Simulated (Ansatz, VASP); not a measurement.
# Mo: VASP beside Ansatz

INCAR

```
SYSTEM = Mo
  PREC = Accurate
  ENCUT = 600
  EDIFF = 1E-7
  ISMEAR = -1
  SIGMA = 0.1
  LREAL = .FALSE.
  LASPH = .TRUE.
  NELM = 80
  ALGO = Normal
  ISIF = 3
  LWAVE = .FALSE.
  LCHARG = .FALSE.
  GGA = B5
  ALDAX = 1.0
  AGGAX = 1.0
  AGGAC = 1.0
  ALDAC = 0.0
  IBRION = 2
  NSW = 80
  EDIFFG = -0.01
```

Contents of KPOINTS:

```
Automatic mesh
0
G
  14 14 14
  0 0 0
```

The input POSCAR:

```
Mo
1.0
    0.0000000000      1.9826747602      1.9826747602
    1.9826747602      0.0000000000      1.9826747602
    1.9826747602      1.9826747602      0.0000000000
Mo
1
Direct
    0.0000000000      0.0000000000      0.0000000000
```

Input for Ansatz:

```yaml
crystal:
  lattice:
    - [0.0, 1.9826747602, 1.9826747602]
    - [1.9826747602, 0.0, 1.9826747602]
    - [1.9826747602, 1.9826747602, 0.0]
  atoms:
    - { symbol: Mo, position: [0.0, 0.0, 0.0] }
hamiltonian:
  xc: blyp
  pseudopotentials:
    kind: paw
    azcp:
      Mo: "pseudopotentials/Mo.paw.azcp"
basis:
  ecutwfc: 420
  fft_grid_basis: typed
kpoints:
  mp_grid: { grid: [14, 14, 14], shift: [0, 0, 0] }
magnetization:
  spin_polarized: false
scf:
  occupations: { method: fermi_dirac, width: 0.1 }
relax:
  max_steps: 60
  f_tol: 0.01
  cell: {}
```

The cell was built by a generator and needn't be a form met in nature.

Alike in both runs: task relaxation of cell and atoms; functional BLYP; k mesh 14 × 14 × 14; occupations fermi-dirac, width 0.1 eV; no spin polarisation.

|  | VASP | Ansatz |
| --- | --- | --- |
| version | VASP 6.6.1 | Ansatz 0.2.0 |
| potentials or method | VASP PAW PBE potentials, release 64 (Mo_sv) | plane waves (420 eV) with PAW, scalar-relativistic |
| plane-wave cutoff (eV) | 600 | 420 |
| valence electrons in the cell | 14 | 14 |

```csv
,VASP,Ansatz,Ansatz less VASP
relaxed volume (Å³/atom),16.73,16.67,-0.061
relaxed cell length with the largest relative difference (Å),2.871,2.867,-0.0035
energy change over the relaxation (meV/atom),-58,-53,+5.5
```

Caveats: the PAW data sets were made with another functional, which shifts forces and pressure a little (VASP).
